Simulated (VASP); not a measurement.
# LiCl (Fm-3m) in VASP: notebook, part 2 of 2

VASP 6.6.1.

## 3. Relaxation of cell and atoms, r2SCAN

This run uses another cell than the first one, of 16.42 Å³/atom, 0.973 times its volume.

Contents of INCAR:

```
PREC     = Accurate       # precision mode
ENCUT    = 600            # plane-wave cutoff, eV
EDIFF    = 1E-7           # SCF threshold, eV
ISMEAR   = 0              # smearing method
SIGMA    = 0.03           # smearing width, eV
LREAL    = F              # projectors in reciprocal space
LASPH    = T              # aspherical terms in the spheres
NELM     = 80             # most SCF steps
ALGO     = Normal         # electronic algorithm
ISIF     = 3              # what is computed and relaxed
LWAVE    = F              # write WAVECAR
LCHARG   = F              # write CHGCAR
METAGGA  = R2SCAN         # meta-GGA
LMIXTAU  = T            
IBRION   = 2              # ionic algorithm
NSW      = 90             # ionic steps
EDIFFG   = -0.005         # ionic threshold
```

Contents of KPOINTS:

```
Automatic mesh
0
Gamma
  10 10 10
```

Contents of POSCAR:

```
LiCl                                    
1.0
   -0.0000000000      2.5414972660      2.5414972660
    2.5414972660      0.0000000000      2.5414972660
    2.5414972660      2.5414972660     -0.0000000000
  Li              Cl            
     1     1
Direct
     0.0000000000000000    0.0000000000000000    1.0000000000000000
     0.5000000000000000    0.5000000000000000    0.5000000000000000
```

Potentials or basis: VASP PAW PBE potentials, release 64 (Li_sv, Cl).

Started as:

```console
$ cat potpaw_PBE.64/Li_sv/POTCAR potpaw_PBE.64/Cl/POTCAR > POTCAR
$ mpirun -np 1 vasp_std > vasp.out
```

OUTCAR:

```text
PREC = Accurate
   ENCUT = 600
   EDIFF = 1E-7
   ISMEAR = 0
   LREAL = F
   LASPH = T
   NELM = 80
   ISIF = 3
   METAGGA = R2SCAN
   IBRION = 2
   NSW = 90
   EDIFFG = -0.005

 ion  position               nearest neighbor table
   1  0.000  0.000  0.000-   2 2.54   2 2.54   2 2.54   2 2.54   2 2.54   2 2.54
   2  0.500  0.500  0.500-   1 2.54   1 2.54   1 2.54   1 2.54   1 2.54   1 2.54

  LATTYP: Found a face centered cubic cell.
 ALAT       =     5.0829945320

[... 530 lines left out ...]

  FORCE on cell =-STRESS in cart. coord.  units (eV):
  Direction    XX          YY          ZZ          XY          YZ          ZX
  --------------------------------------------------------------------------------------
  -------------------------------------------------------------------------------------
  Total        0.0087053      0.0087053      0.0087053      0.0000000      0.0000000      0.0000000
  in kB        0.4242186      0.4242186      0.4242186      0.0000000      0.0000000      0.0000000
  external PRESSURE =       0.4242186 kB  Pullay stress =       0.0000000 kB

 VOLUME and BASIS-vectors are now :
 -----------------------------------------------------------------------------
  energy-cutoff  :      600.00
  volume of cell :       32.88
      direct lattice vectors                 reciprocal lattice vectors
     0.000000000  2.542678851  2.542678851    -0.196643001  0.196643001  0.196643001
     2.542678851 -0.000000000  2.542678851     0.196643001 -0.196643001  0.196643001
     2.542678851  2.542678851 -0.000000000     0.196643001  0.196643001 -0.196643001

 POSITION                                       TOTAL-FORCE (eV/Angst)
 -----------------------------------------------------------------------------------
      0.00000      2.54268      2.54268        -0.000000      0.000000      0.000000
      2.54268      2.54268      2.54268         0.000000     -0.000000     -0.000000
 -----------------------------------------------------------------------------------
    total drift:                                0.000000      0.000000      0.000000

  FREE ENERGIE OF THE ION-ELECTRON SYSTEM (eV)
  ---------------------------------------------------
  free  energy   TOTEN  =       -12.5901244179 eV

  energy  without entropy=      -12.5901244179  energy(sigma->0) =      -12.59012442

 reached required accuracy - stopping structural energy minimisation
```

OSZICAR:

```text
N       E                     dE             d eps       ncg     rms          rms(c)
DAV:   1     0.427991343032E+02    0.42799E+02   -0.47826E+03   846   0.117E+03
DAV:   2    -0.125192501062E+02   -0.55318E+02   -0.53735E+02  1174   0.178E+02
DAV:   3    -0.145274843566E+02   -0.20082E+01   -0.20049E+01  1013   0.417E+01
[... 27 lines left out ...]
DAV:   6    -0.125901232546E+02   -0.29166E-04   -0.84659E-06   846   0.432E-02    0.837E-04
DAV:   7    -0.125901238604E+02   -0.60578E-06   -0.31297E-07   922   0.891E-03    0.383E-04
DAV:   8    -0.125901245520E+02   -0.69167E-06   -0.37752E-08   850   0.286E-03    0.128E-04
DAV:   9    -0.125901243350E+02    0.21701E-06   -0.15716E-08   461   0.198E-03    0.131E-04
DAV:  10    -0.125901244179E+02   -0.82880E-07   -0.24245E-09   426   0.591E-04
   2 F= -.12590124E+02 E0= -.12590124E+02  d E =0.254338E-05
```

Run time: 2.7 min. Hardware: 1 thread of Intel Xeon Platinum 8488C (Sapphire Rapids), shared host; peak memory 0.17 GiB.

Results:

```
Free energy                            : -12.5901 eV
Relaxed volume                         : 16.44 Å³/atom
Relaxed cell                           : a = 3.596 Å, b = 3.596 Å, c = 3.596 Å, α = 60.00°, β = 60.00°, γ = 60.00°
Space group after relaxing (to 0.05 Å) : Fm-3m (No. 225)
Energy gained by relaxing              : 0.0 meV/atom
Ionic steps                            : 2
Pressure after relaxing                : 0.0 GPa
Band gap on the k mesh                 : 7.47 eV, direct
```

Final structure:
```
Li Cl
1.0
     0.00000    2.54268    2.54268
     2.54268    0.00000    2.54268
     2.54268    2.54268    0.00000
Li Cl
1 1
Cartesian
  0.0000 2.5427 2.5427
  2.5427 2.5427 2.5427
```

Levels at points of the mesh, in eV from the valence-band top:
```
           k point  band 2  band 3  band 4  band 5  band 6  band 7  band 8  band 9
(0.00, 0.00, 0.00)  -14.08    0.00    0.00    0.00    7.47   12.68   12.68   12.68
(0.50, 0.00, 0.00)  -13.46   -2.95   -0.29   -0.29    7.57   10.32   10.32   14.50
(0.50, 0.50, 0.00)  -13.19   -3.06   -1.17   -1.17    8.84    8.89   13.81   15.63
```

Caveat: the cutoff is under 1.25 times the usual one of these potentials, so pressure, stress and relaxed cells hold a basis-set (Pulay) error; the PAW data sets were made with another functional, which shifts forces and pressure a little. r2SCAN opens gaps a little over a GGA but as a rule still falls short of measured ones.

## 4. Relaxation of cell and atoms, PBEsol

Contents of INCAR:

```
SYSTEM = LiCl
  ALGO = Normal
  EDIFF = 1E-6
  EDIFFG = -0.01
  ENCUT = 600
  GGA = PS
  IBRION = 2
  ISIF = 3
  ISMEAR = 0
  LASPH = .TRUE.
  LCHARG = .FALSE.
  LREAL = .FALSE.
  LWAVE = .FALSE.
  NELM = 80
  NSW = 90
  PREC = Accurate
  SIGMA = 0.03
```

Contents of KPOINTS:

```
k-points
0
G
  10 10 10
  0 0 0
```

Contents of POSCAR:

```
LiCl
1.0
    0.0000000000      2.5647700000      2.5647700000
    2.5647700000      0.0000000000      2.5647700000
    2.5647700000      2.5647700000      0.0000000000
Li Cl
1 1
Direct
    0.0000000000      0.0000000000      0.0000000000
    0.5000000000      0.5000000000      0.5000000000
```

Started as:

```console
$ cat potpaw_PBE.64/Li_sv/POTCAR potpaw_PBE.64/Cl/POTCAR > POTCAR
$ mpirun -np 1 vasp_std > vasp.out
```

Wall time 26 s (1 thread of Intel Xeon 6975P-C (Granite Rapids), shared host); peak memory 0.17 GiB.

The run converged. Its results:

* Free energy: -7.6403 eV
* Relaxed volume: 16.20 Å³/atom
* Relaxed cell: a = 3.579 Å, b = 3.579 Å, c = 3.579 Å, α = 60.00°, β = 60.00°, γ = 60.00°
* Space group after relaxing (to 0.05 Å): Fm-3m (No. 225)
* Energy gained by relaxing: 2.8 meV/atom
* Ionic steps: 4
* Pressure after relaxing: 0.0 GPa
* Band gap on the k mesh: 6.37 eV, direct

Step by step:
| step | energy change (eV) | largest force (eV/Å) | pressure (GPa) | volume (Å³) |
| --- | --- | --- | --- | --- |
| 1 | 0.0000 | 0.0000 | -1.30 | 33.74 |
| 2 | -0.0042 | 0.0000 | -0.68 | 33.08 |
| 3 | -0.0056 | 0.0000 | -0.11 | 32.51 |
| 4 | -0.0057 | 0.0000 | -0.04 | 32.41 |

Final structure:
```cif
data_structure
_symmetry_space_group_name_H-M 'P 1'
_symmetry_Int_Tables_number 1
_cell_length_a 3.5787
_cell_length_b 3.5787
_cell_length_c 3.5787
_cell_angle_alpha 60.000
_cell_angle_beta 60.000
_cell_angle_gamma 60.000
_cell_volume 32.41
loop_
_atom_site_label
_atom_site_type_symbol
_atom_site_fract_x
_atom_site_fract_y
_atom_site_fract_z
_atom_site_occupancy
Li1 Li 0.00000 0.00000 0.00000 1
Cl1 Cl 0.50000 0.50000 0.50000 1
```

Levels at points of the mesh, in eV from the valence-band top:
```csv
k point,band 1,band 2,band 3,band 4,band 5,band 6,band 7,band 8,band 9
"(0.00, 0.00, 0.00)",-42.75,-13.54,0.00,0.00,0.00,6.37,11.84,11.84,11.84
"(0.50, 0.00, 0.00)",-42.74,-12.90,-3.04,-0.28,-0.28,6.60,9.41,9.41,13.24
"(0.50, 0.50, 0.00)",-42.74,-12.62,-3.15,-1.20,-1.20,7.85,8.03,12.62,14.30
```

Caveat: the cutoff is under 1.25 times the usual one of these potentials, so pressure, stress and relaxed cells hold a basis-set (Pulay) error; the PAW data sets were made with another functional, which shifts forces and pressure a little. A k mesh can miss the band edges.
